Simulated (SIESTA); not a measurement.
# Co (P-3m1) in SIESTA: a series of runs, part 2 of 2

SIESTA 5.4.2. Earlier steps stand in the parts before.

### 4 Single point, PBE, collinear spin, ferromagnetic start

Co.fdf reads:

```
SystemName                      Co
SystemLabel                     Co
NumberOfSpecies                 1
NumberOfAtoms                   2
%block ChemicalSpeciesLabel
  1  27 Co
%endblock ChemicalSpeciesLabel
%include structure.fdf

%block kgrid.MonkhorstPack
   12   0   0  0.0
    0  12   0  0.0
    0   0   7  0.0
%endblock kgrid.MonkhorstPack
XC.Functional                   GGA
XC.Authors                      PBE
PAO.BasisSize                   DZP
PAO.EnergyShift                 0.003 Ry
Mesh.Cutoff                     800 Ry
Spin                            polarized
%block DM.InitSpin
    1   2.000
    2   2.000
%endblock DM.InitSpin
OccupationFunction              FD
ElectronicTemperature           0.05 eV
MaxSCFIterations                200
SCF.MustConverge                false
SCF.Mixer.Method                Pulay
SCF.Mixer.Weight                0.1
SCF.Mixer.History               10
SCF.DM.Tolerance                5.0e-05
SCF.H.Tolerance                 1.0e-03 eV
WriteForces                     true
Charge.Mulliken                 end
Charge.Hirshfeld                end
Charge.Voronoi                  end
SaveRho                         true
SaveElectrostaticPotential      true
%block PAO.Basis
  Co 5
  n=3 0 2
    2.527 0.000
  n=4 0 2
    7.356 0.000
  n=3 1 2
    2.822 0.000
  n=4 1 1
    7.356
  n=3 2 2
    4.649 0.000
%endblock PAO.Basis
```

structure.fdf reads:

```
LatticeConstant                 1.0 Ang
%block LatticeVectors
     2.4873648738     0.0000000000     0.0000000000
    -1.2436824369     2.1541211692     0.0000000000
     0.0000000000     0.0000000000     4.0632895034
%endblock LatticeVectors
AtomicCoordinatesFormat         Fractional
%block AtomicCoordinatesAndAtomicSpecies
     0.3333333333     0.6666666667     0.7401390000  1  Co
     0.6666666667     0.3333333333     0.2598610000  1  Co
%endblock AtomicCoordinatesAndAtomicSpecies
```

Potentials or basis: PseudoDojo 0.4 standard (PBE files), DZP (energy shift 0.003 Ry; two zetas on semicore shells).

Run with:

```console
$ siesta < Co.fdf > Co.out 2>&1
```

Co.out:

```text
Version         : 5.4.2

[... 6 lines left out ...]
 NOTE: Please see the manual for full details and compatibility measures.

reinit: Reading from standard input
reinit: Dumping input in INPUT_TMP.67385
************************** Dump of input data file ****************************
SystemName                      Co
SystemLabel                     Co
NumberOfSpecies                 1
NumberOfAtoms                   2
%block ChemicalSpeciesLabel
  1  27 Co
%endblock ChemicalSpeciesLabel
%include structure.fdf
%block kgrid.MonkhorstPack
   12   0   0  0.0
    0  12   0  0.0
    0   0   7  0.0
%endblock kgrid.MonkhorstPack
XC.Functional                   GGA
XC.Authors                      PBE
PAO.BasisSize                   DZP
PAO.EnergyShift                 0.003 Ry
Mesh.Cutoff                     800 Ry
Spin                            polarized
%block DM.InitSpin
    1   2.000
    2   2.000
%endblock DM.InitSpin
OccupationFunction              FD
ElectronicTemperature           0.05 eV
MaxSCFIterations                200
SCF.MustConverge                false
SCF.Mixer.Method                Pulay
SCF.Mixer.Weight                0.1
SCF.Mixer.History               10
SCF.DM.Tolerance                5.0e-05
SCF.H.Tolerance                 1.0e-03 eV
WriteForces                     true
Charge.Mulliken                 end
Charge.Hirshfeld                end
Charge.Voronoi                  end
SaveRho                         true
SaveElectrostaticPotential      true
%block PAO.Basis
  Co 5
  n=3 0 2
    2.527 0.000
  n=4 0 2
    7.356 0.000
  n=3 1 2
    2.822 0.000
  n=4 1 1
    7.356
  n=3 2 2
    4.649 0.000
%endblock PAO.Basis
[... 525 lines left out ...]

siesta: Stress tensor (static) (eV/Ang**3):
siesta:    -0.008599    0.000032    0.000000
siesta:     0.000032   -0.008562   -0.000000
siesta:     0.000000   -0.000000    0.005212

siesta: Cell volume =         21.771452 Ang**3

siesta: Pressure (static):
siesta:                Solid            Molecule  Units
siesta:           0.00004338         -0.00013888  Ry/Bohr**3
siesta:           0.00398292         -0.01275170  eV/Ang**3
siesta:           6.38134387        -20.43047016  kBar

Basis Enthalpy Calculation:
    Basis Pressure for species 1(Co) :      0.2000000 GPa

    Orbital volume contribution        =           1.679233 eV
    (Free)E + p_basis*V_orbitals       =       -8326.309832 eV
    (Free)Eharris+ p_basis*V_orbitals  =       -8326.309832 eV

mulliken: Atomic and Orbital Populations:

mulliken: Spin UP

Species: Co
Atom  Qatom  Qorb
               3s      3s      4s      4s      3py     3pz     3px     3py
               3pz     3px     4py     4pz     4px     3dxy    3dyz    3dz2
               3dxz    3dx2-y2 3dxy    3dyz    3dz2    3dxz    3dx2-y2
   1  9.325   0.961   0.016   0.290  -0.083   0.989   0.988   0.989   0.013
              0.013   0.013   0.147   0.157   0.147   1.004   1.001   1.000

              1.001   1.004  -0.068  -0.061  -0.070  -0.061  -0.068
   2  9.325   0.961   0.016   0.290  -0.083   0.989   0.988   0.989   0.013
              0.013   0.013   0.147   0.157   0.147   1.004   1.001   1.000

              1.001   1.004  -0.068  -0.061  -0.070  -0.061  -0.068

mulliken: Qtot =       18.649

mulliken: Spin DOWN

Species: Co
Atom  Qatom  Qorb
               3s      3s      4s      4s      3py     3pz     3px     3py
               3pz     3px     4py     4pz     4px     3dxy    3dyz    3dz2
               3dxz    3dx2-y2 3dxy    3dyz    3dz2    3dxz    3dx2-y2
   1  7.675   0.950   0.017   0.274  -0.065   0.985   0.985   0.985   0.018
              0.018   0.018   0.184   0.200   0.184   0.712   0.691   0.721

              0.691   0.712  -0.124  -0.115  -0.126  -0.115  -0.124
   2  7.675   0.950   0.017   0.274  -0.065   0.985   0.985   0.985   0.018
              0.018   0.018   0.184   0.200   0.184   0.712   0.691   0.721

              0.691   0.712  -0.124  -0.115  -0.126  -0.115  -0.124

mulliken: Qtot =       15.351

Mulliken Atomic Populations:
Atom #   charge [q] valence [e]      Sz [e]  Species
     1     0.000000   17.000000    1.649451  Co
     2    -0.000000   17.000000    1.649451  Co
 Total     0.000000                3.298902

Hirshfeld Atomic Populations:
Atom #   charge [q] valence [e]      Sz [e]  Species
     1    -0.000000   17.000000    1.649452  Co
     2    -0.000000   17.000000    1.649452  Co
 Total    -0.000001                3.298904

Voronoi Atomic Populations:
Atom #   charge [q] valence [e]      Sz [e]  Species
     1    -0.000000   17.000000    1.649452  Co
     2    -0.000000   17.000000    1.649452  Co
 Total    -0.000001                3.298904

Job completed
```

Run time: 3.3 min. Hardware: 1 thread of AMD EPYC 7R43 (Zen 3), shared host; peak memory 0.27 GiB.

Results:

* Free energy: -8327.9891 eV
* Pressure: 0.6 GPa
* Largest force: 0.560 eV/Å
* Band gap on the k mesh: none (metal or under the smearing width)
* Net moment: 3.30 μB per cell
* Site moments: Co +1.65 μB

Forces in eV/Å, atoms in the order of the input:
```
Co   0.000  0.000  0.560
Co   0.000  0.000 -0.560
```

Stress tensor (GPa, compression positive):
```
 1.38 -0.01  0.00
-0.01  1.37  0.00
 0.00  0.00 -0.84
```

Caveat: short orbitals over semicore shells can move pressures by several GPa; the basis of atomic orbitals isn't converged, which shifts pressures, moduli and gaps.

### 5 Single point, PBE, collinear spin, ferromagnetic start (atoms moved at random, drawn with an rms of 0.05 Å)

Edit Co.fdf of step 4 so:

```diff
@@ -35,6 +35,2 @@
 Charge.Mulliken                 end
-Charge.Hirshfeld                end
-Charge.Voronoi                  end
-SaveRho                         true
-SaveElectrostaticPotential      true
 %block PAO.Basis
```

Edit structure.fdf of step 4 so:

```diff
@@ -8,4 +8,4 @@
 %block AtomicCoordinatesAndAtomicSpecies
-     0.3333333333     0.6666666667     0.7401390000  1  Co
-     0.6666666667     0.3333333333     0.2598610000  1  Co
+     0.3313670000     0.6497470000     0.7371330000  1  Co
+     0.6702970000     0.3205170000     0.2636990000  1  Co
 %endblock AtomicCoordinatesAndAtomicSpecies
```

Potentials or basis: PseudoDojo 0.4 standard (PBE files), DZP (energy shift 0.003 Ry; two zetas on semicore shells).

Run with:

```console
$ siesta Co.fdf > Co.out 2>&1
```

Co.out:

```text
Version         : 5.4.2

                           ***********************
                           *  WELCOME TO SIESTA  *
                           ***********************

 NOTE: Siesta V5 introduces some new defaults for basis-set generation
 NOTE: which might lead to slightly different numerical results.
 NOTE: Please see the manual for full details and compatibility measures.

reinit: Reading from file Co.fdf

reinit: -----------------------------------------------------------------------
reinit: System Name: Co
reinit: -----------------------------------------------------------------------
reinit: System Label: Co
reinit: -----------------------------------------------------------------------

NOTE on units for spin output:
{S} is the spin magnetic moment, in units of the Bohr magneton,
assuming a g-factor for the electron spin of exactly 2.
The spin magnetic moment is then numerically equal to the charge inbalance,
in units of electrons, between the spin-up and -down channels.

initatom: Reading input for the pseudopotentials and atomic orbitals ----------
Species number:   1 Atomic number:   27 Label: Co

Ground state valence configuration (from tables):   4s02  4p00  3d07  4f00

---- Processing specs for species: Co
Reading pseudopotential information in PSML from:
  Co.psml
PSML file version: 1.1
Using libxc ids:  101 130
GGA--PBE XC_GGA_X_PBE--XC_GGA_C_PBE pb
Semicore shell(s) with  8 electrons included in the valence for Co

---- Pseudopotential check for Co

Pseudized shells:
3s( 2.00) rc: 1.25
3p( 6.00) rc: 1.32
3d( 7.00) rc: 1.65
Valence configuration for ps generation: 3s:3p:3d:4s: Total charge:  17.000000
Semicore shell(s): 3s 3p
[... 489 lines left out ...]
siesta:    Tot   -0.002030    0.002463   -0.001646

siesta: Stress tensor (static) (eV/Ang**3):
siesta:    -0.013968   -0.001056   -0.000814
siesta:    -0.001056   -0.011683   -0.001017
siesta:    -0.000814   -0.001017   -0.004797

siesta: Cell volume =         21.771452 Ang**3

siesta: Pressure (static):
siesta:                Solid            Molecule  Units
siesta:           0.00011054         -0.00015180  Ry/Bohr**3
siesta:           0.01014909         -0.01393718  eV/Ang**3
siesta:          16.26063320        -22.32983073  kBar

Basis Enthalpy Calculation:
    Basis Pressure for species 1(Co) :      0.2000000 GPa

    Orbital volume contribution        =           1.679233 eV
    (Free)E + p_basis*V_orbitals       =       -8326.290496 eV
    (Free)Eharris+ p_basis*V_orbitals  =       -8326.290499 eV

mulliken: Atomic and Orbital Populations:

mulliken: Spin UP

Species: Co
Atom  Qatom  Qorb
               3s      3s      4s      4s      3py     3pz     3px     3py
               3pz     3px     4py     4pz     4px     3dxy    3dyz    3dz2
               3dxz    3dx2-y2 3dxy    3dyz    3dz2    3dxz    3dx2-y2
   1  9.326   0.961   0.016   0.289  -0.083   0.989   0.988   0.989   0.013
              0.014   0.013   0.147   0.158   0.147   1.005   1.001   1.001

              1.001   1.005  -0.068  -0.061  -0.070  -0.061  -0.068
   2  9.326   0.961   0.016   0.289  -0.083   0.989   0.988   0.989   0.013
              0.014   0.013   0.147   0.158   0.147   1.005   1.001   1.001

              1.001   1.005  -0.068  -0.061  -0.070  -0.061  -0.068

mulliken: Qtot =       18.652

mulliken: Spin DOWN

Species: Co
Atom  Qatom  Qorb
               3s      3s      4s      4s      3py     3pz     3px     3py
               3pz     3px     4py     4pz     4px     3dxy    3dyz    3dz2
               3dxz    3dx2-y2 3dxy    3dyz    3dz2    3dxz    3dx2-y2
   1  7.674   0.950   0.017   0.273  -0.065   0.985   0.985   0.985   0.018
              0.018   0.018   0.184   0.200   0.185   0.712   0.689   0.721

              0.692   0.711  -0.124  -0.115  -0.127  -0.115  -0.124
   2  7.674   0.950   0.017   0.273  -0.065   0.985   0.985   0.985   0.018
              0.018   0.018   0.184   0.200   0.185   0.712   0.689   0.721

              0.692   0.711  -0.124  -0.115  -0.127  -0.115  -0.124

mulliken: Qtot =       15.348

Mulliken Atomic Populations:
Atom #   charge [q] valence [e]      Sz [e]  Species
     1     0.000015   16.999985    1.651548  Co
     2    -0.000015   17.000015    1.651550  Co
 Total    -0.000000                3.303098

Job completed
```

Run time: 3.5 min. Hardware: 1 thread of AMD EPYC 7R43 (Zen 3), shared host; peak memory 0.27 GiB.

Results:

| Item | Value |
| --- | --- |
| Free energy | -8327.9697 eV |
| Pressure | 1.6 GPa |
| Largest force | 0.824 eV/Å |
| Band gap on the k mesh | none (metal or under the smearing width) |
| Net moment | 3.30 μB per cell |
| Site moments | Co +1.65 μB |

Forces on the atoms (eV/Å):
```
Co   0.019  0.023  0.822
Co  -0.021 -0.020 -0.823
```

Stress tensor (GPa, compression positive):
```
2.24 0.17 0.13
0.17 1.87 0.16
0.13 0.16 0.77
```

Caveat: short orbitals over semicore shells can move pressures by several GPa; the basis of atomic orbitals isn't converged, which shifts pressures, moduli and gaps.

### 6 The runs side by side

```tsv
level	potentials or basis	cell	gap on the mesh (eV)	pressure (GPa)	moment (μB)	largest force (eV/Å)
PBEsol	PseudoDojo 0.4 standard (PBEsol files), DZP (energy shift 0.003 Ry; two zetas on semicore shells)	as given	none	-9.7	3.26	0.51
PBEsol	PseudoDojo 0.4 standard (PBEsol files), DZP (energy shift 0.003 Ry; two zetas on semicore shells)	atoms moved at random, drawn with an rms of 0.05 Å	none	-8.7	3.27	0.76
PBE	PseudoDojo 0.4 standard (PBE files), DZP (energy shift 0.003 Ry; two zetas on semicore shells)	as given	none	0.6	3.30	0.56
PBE	PseudoDojo 0.4 standard (PBE files), DZP (energy shift 0.003 Ry; two zetas on semicore shells)	atoms moved at random, drawn with an rms of 0.05 Å	none	1.6	3.30	0.82
```

Alike in all rows: task single point; spin collinear, ferromagnetic start; k mesh 12 × 12 × 7; smearing fermi-dirac 0.05 eV; grid cutoff 800 Ry; energy shift 0.003 Ry.

Caveats: short orbitals over semicore shells can move pressures by several GPa; the basis of atomic orbitals isn't converged, which shifts pressures, moduli and gaps.

Absolute energies hang on the potentials; compare differences alone.
